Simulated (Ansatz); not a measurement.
# Te, trigonal tellurium: geometry optimisation

These are results of Ansatz 0.2.0, DFT, r2SCAN, plane waves (500 eV) with PAW, scalar-relativistic, not measurements. The PAW files were generated under PBE, with cores re-solved for the functional.

k-point mesh 5×5×3, Fermi-Dirac smearing 0.05 eV, no spin polarisation. Cell and atoms relax.

Starting structure:

```
Te
1.0
     4.45400    0.00000    0.00000
    -2.22700    3.85728    0.00000
     0.00000    0.00000    5.92400
Te
3
Direct
  0.26900 0.00000 0.33333
  0.00000 0.26900 0.66667
  0.73100 0.73100 0.00000
```

What cell does the relaxation end in?

P3_121 with a = 4.632 Å, c = 5.887 Å (c/a = 1.271); 36.47 Å³ per atom against 33.93 at the start (7.5 %).

How much energy does the relaxation gain?

9.4 meV per atom.

Path of the relaxation (the plane waves are chosen anew near the end, which can shift the energy a little):

| step | E − E(final) (meV/atom) | V (Å³/atom) | P (GPa) | max force (eV/Å) |
| --- | --- | --- | --- | --- |
| 0 | 9.45 | 33.925 | 0.93 | 0.078 |
| 1 | 4.06 | 35.346 | -0.32 | 0.126 |
| 2 | 1.57 | 35.813 | -0.04 | 0.018 |
| 3 | 0.46 | 36.335 | 0.08 | 0.021 |
| 4 | 0.37 | 36.469 | 0.01 | 0.000 |
| 5 | 0.00 | 36.469 | 0.02 | 0.000 |
